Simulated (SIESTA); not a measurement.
AlAu under changes of volume

One of the cells (17.090 Å³/atom); the others are scaled copies at fixed shape and fractional positions:

```
Au Al
1.0
     3.24529    0.00000    0.00000
     0.00000    3.24529    0.00000
     0.00000    0.00000    3.24529
Au Al
1 1
Direct
  0.50000 0.50000 0.50000
  0.00000 0.00000 0.00000
```

The cell comes from a database or a generator and needn't be the stable form of this composition.

```yaml
Program: SIESTA 5.4.2
Functional: PBEsol
Potentials_or_basis: PseudoDojo 0.4 standard (PBEsol files)
Basis: DZP (energy shift 0.003 Ry; two zetas on semicore shells)
Grid_cutoff: 800 Ry
Energy_shift: 0.003 Ry
k_mesh: 8 × 8 × 8
Occupations: fermi-dirac, width 0.05 eV
Spin: no spin polarisation
```

```tsv
volume (Å³/atom)	energy over the lowest point (meV/atom)	pressure (GPa)
15.749	?	?
16.084	0.00	-0.9
16.419	4.49	-3.2
17.090	26.22	-6.8
17.425	42.09	-8.2
17.760	60.49	-9.4
```

What does the run at 15.749 Å³/atom give?

Energy over the lowest point 0.93 meV/atom; pressure 1.8 GPa.

Worked out: A Birch-Murnaghan fit of order 3 (a polynomial in V^(-2/3)) to the other rows has its minimum at 15.96 Å³/atom, just outside them, with B0 = V·E''(V) = 129 GPa and B' = 7.1. It gives 0.86 meV/atom at 15.749 Å³/atom, against the run's 0.93, and -dE/dV = 1.8 GPa, against 1.8.

Energies are extrapolated to zero smearing.

Caveats: short orbitals over semicore shells can move pressures by several GPa; the basis of atomic orbitals isn't converged, which shifts pressures, moduli and gaps.
